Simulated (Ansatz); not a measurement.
Mo, omega (AlB2-type): how the functional moves the structure

All rows: Ansatz, plane waves with scalar-relativistic PAW, 420 eV (500 eV for the SCAN forms), relaxed under each functional, no dispersion correction, no zero-point motion. B₀ comes from uniform scaling at fixed shape; a dash is a value not given.

```tsv
functional	V (Å³/atom)	cell	B₀ (GPa)	magnetic state	ΔE to bcc (meV/atom)
PBE	16.13	a = 4.669 Å, c = 2.563 Å (c/a = 0.549)	238	spin not included	403
r²SCAN	15.94	a = 4.655 Å, c = 2.548 Å (c/a = 0.547)	250	spin not included	446
PBEsol	15.63	a = 4.620 Å, c = 2.536 Å (c/a = 0.549)	257	spin not included	413
revPBE	16.29	a = 4.684 Å, c = 2.572 Å (c/a = 0.549)	230	spin not included	400
RPBE	16.36	a = 4.691 Å, c = 2.575 Å (c/a = 0.549)	227	spin not included	400
BLYP	16.80	a = 4.738 Å, c = 2.592 Å (c/a = 0.547)	213	spin not included	354
```

PBEsol gives the smallest volume and BLYP the largest.
